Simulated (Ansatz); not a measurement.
Cu: experiment and calculation

**What was measured.**

A printed reference work (textbook) reports, for a bulk crystal of Cu: lattice constant a 3.61 Å.

Theory: DFT PBE, scalar-relativistic, plane waves, PAW (Ansatz).

Settings: cutoff 420 eV, Γ-centred mesh 24×24×24 on the computed 1-atom cell, Gaussian smearing of 0.10 eV; no spin polarisation.

Relaxed structure:

```
Cu
1.0
     1.28324    0.74088    2.09614
    -1.28324    0.74088    2.09614
     0.00000   -1.48176    2.09614
Cu
1
Direct
  0.50000 0.50000 0.50000
```

- Space group: Fm-3m (No. 225)
- Volume per atom: 11.96 Å³
- Energy over the standard state (uncorrected): 0.000 eV/atom
- Kohn–Sham band gap: none (metal)
- Density of states at the Fermi level: 0.3 states/eV per cell
- Orbital (Löwdin) character within 0.5 eV of the Fermi level: Cu 4s 42 %, Cu 3d 36 %, unprojected 22 %
- Bader charge by site (e): Cu (1 in the cell) 0.00

A measured lattice constant a of Cu is 3.61 Å (a printed reference work (textbook)); the calculated 3.630 Å exceeds it by 0.6 %. The calculation is for 0 K without zero-point motion.

It comes from a database structure that was distorted and then relaxed. Löwdin shares on free-atom orbitals overweight diffuse shells.
